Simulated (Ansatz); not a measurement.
Runs of Ansatz 0.2.0 on Br. The structure is tetragonal, space group I4/mmm (No. 139). Conventional cell: a = 2.847 Å, b = 2.847 Å, c = 7.155 Å, α = 90.00°, β = 90.00°, γ = 90.00°. Br (site symmetry 4/mmm) is surrounded by 4 Br at 2.85 Å. 

```csv
task,level,potentials or basis,spin,fixed moment (μB),cell,k mesh,cutoff (eV),smearing,basis error allowed,gap on the mesh (eV),pressure (GPa)
single point,PBE,"all-electron LAPW, scalar-relativistic",off,-,as given,13 × 13 × 13,184,fermi-dirac 0.05 eV,0.001 eV/atom,none,1.4
single point,PBEsol,"all-electron LAPW, relativistic spinors","non-collinear, ferromagnetic start, SOC",-,as given,10 × 10 × 10,203,fermi-dirac 0.05 eV,0.0005 eV/atom,none,-0.9
single point,PBE,"all-electron LAPW, scalar-relativistic",off,-,cell strained at random at fixed volume,13 × 13 × 13,186,fermi-dirac 0.05 eV,0.001 eV/atom,none,1.0
single point,PBE-LYP,"all-electron LAPW, Dirac moment of small components","collinear, ferromagnetic start",1.0,volume scaled by 0.96,13 × 13 × 13,192,fermi-dirac 0.1 eV,0.001 eV/atom,-,14.9
band structure,r2SCAN+rVV10,all-electron PAW datasets made for the crystal,"collinear, ferromagnetic start",1.0,as given,13 × 13 × 13,180,tetrahedron,-,-,(a)
```

**Question.** Fill in the values left out.

**Answer.** (a) 7.5.

Caveats: an odd number of electrons without spin polarisation forces a metal (some runs); a magnetic or distorted state may lie lower (some runs); the total moment is fixed, so each spin has its own Fermi level (some runs); the k mesh is thin for a metal, which can move the energy by tens of meV per atom (some runs); the starting moments weren't kept (some runs); with tetrahedron occupations forces and stress needn't match the slope of the energy (some runs).

A k mesh can miss the band edges, and rows without SOC leave out spin-orbit coupling on Br.

A gap of «none» marks a metal or a gap under the smearing width.

The runs don't all hold the same shells in valence.
